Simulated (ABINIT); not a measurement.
The system is PbF2 (Fluorocronite).

```
Pb F
1.0
     0.00000    2.96366    2.96366
     2.96366    0.00000    2.96366
     2.96366    2.96366    0.00000
Pb F
1 2
Direct
  0.00000 0.00000 0.00000
  0.75000 0.75000 0.75000
  0.25000 0.25000 0.25000
```

Base run:

| Item | Value |
| --- | --- |
| Program | ABINIT 10.8.3 (patched build) |
| Functional | PBEsol |
| Potentials or basis | JTH PAW PBE v2.0 |
| Cutoff | 626 eV |
| k mesh | 10 × 10 × 10 |
| Occupations | fermi-dirac, width 0.05 eV |
| Spin | no spin polarisation |

Its results: band gap on the k mesh 4.32 eV, indirect (least direct gap 4.46 eV); pressure -1.2 GPa.

Task: After a change of settings the same cell gave: band gap on the k mesh 4.42 eV, indirect (least direct gap 4.68 eV); pressure -1.2 GPa. Which change was it?
A. potentials or basis from JTH PAW PBE v2.0 to JTH PAW PBE v2.0 sp; k mesh from 10 × 10 × 10 to 8 × 8 × 8; valence electrons from 28 to 18
B. functional from PBEsol to HCTH407; k mesh from 10 × 10 × 10 to 8 × 8 × 8
C. functional from PBEsol to RPBE; k mesh from 10 × 10 × 10 to 8 × 8 × 8
D. k mesh from 10 × 10 × 10 to 5 × 5 × 5

Result: D.

Caveats: the PAW data sets were made with another functional, which shifts forces and pressure a little; spin-orbit coupling is left out, which as a rule narrows the gap of such compounds by several tenths of an eV; an odd mesh through Γ misses points on the zone boundary, where band edges often lie (some runs).

Runs at the PBE level aren't shown here.
